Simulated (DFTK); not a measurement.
Here is a DFTK 0.8.2 calculation.

Contents of run.jl:

```julia
using DFTK
using PseudoPotentialData
using Unitful, UnitfulAtomic
using LinearAlgebra, Printf
include("save.jl")
disable_threading()

# lattice vectors are the columns
lattice = austrip(1u"Å") * [           0.0        2.82685        2.82685;
                  2.82685            0.0        2.82685;
                  2.82685        2.82685            0.0]
symbols   = [:As, :Ga]
positions = [[0.75, 0.75, 0.75],
             [0.0, 0.0, 0.0]]
pseudopotentials = PseudoFamily("dojo.nc.sr.pbesol.v0_4_1.standard.upf")
elements = Dict(s => ElementPsp(s, pseudopotentials) for s in unique(symbols))
atoms    = [elements[s] for s in symbols]

build_model(lattice, positions; symmetries=true) =
    model_DFT(lattice, atoms, positions;
              functionals=PBEsol(),
              temperature=austrip(0.05u"eV"),
              smearing=Smearing.FermiDirac(),
              symmetries)
Ecut  = 42.0  # hartree
kgrid = [8, 8, 8]
tol   = 1e-6
to_GPa = ustrip(uconvert(u"GPa", 1u"hartree/bohr^3"))

model = build_model(lattice, positions)
basis = PlaneWaveBasis(model; Ecut, kgrid)
display(basis)
scfres = self_consistent_field(basis;
                               tol,
                               nbandsalg=AdaptiveBands(model; n_bands_converge=19))
display(scfres.energies)
@printf "Fermi level: %.6f eV\n" ustrip(auconvert(u"eV", something(scfres.εF, NaN)))
forces = compute_forces_cart(scfres)
println("Forces (eV/Å)")
for (s, f) in zip(symbols, forces)
    @printf "%-3s %12.6f %12.6f %12.6f\n" s ustrip.(auconvert.(u"eV/Å", f))...
end
stress = compute_stresses_cart(scfres)
println("Stress (GPa)")
display(round.(stress * to_GPa; digits=4))
println("Levels at the first k-point (eV): ", round.(ustrip.(auconvert.(u"eV", scfres.eigenvalues[1][1:scfres.n_bands_converge])); digits=4))
save_scf!(scfres; forces, stress)
```

Potentials or basis: dojo.nc.sr.pbesol.v0_4_1.standard.upf (PBEsol).

The run is started by

```console
$ julia --threads=1 run.jl  # save.jl only writes the numbers to a file and isn't shown; printed stress counts tension as positive; times include loading and compiling
```

Task: Estimate the pressure.

Result: 0.3 GPa.

Task: Predict the band gap on the k mesh.

Result: 0.44 eV, direct.

**The experiment to reproduce.**

From “Evidence of valence band perturbations in GaAsN/GaAs(001): A combined variable-angle spectroscopic ellipsometry and modulated photoreflectance investigation”, 2008, arxiv:0805.2212, for a bulk crystal of GaAs at 300 K: band gap 1.412 ± 0.01 eV (direct).

Measured gap of GaAs: 1.412 eV (direct; 300 K; “Evidence of valence band perturbations in GaAsN/GaAs(001): A combined variable-angle spectroscopic ellipsometry and modulated photoreflectance investigation”, 2008, arxiv:0805.2212). This calculation gives 0.44 eV (-0.97 eV). 3 values of this kind are on record (1.412 to 1.51 eV); this one was drawn at random among those near their median, those with a stated uncertainty first. Spin-orbit coupling on As, Ga is left out. The value is that of PBEsol on a finite k mesh, which can miss the band edges, without temperature or zero-point motion. Semilocal functionals fall short of measured gaps as a rule.
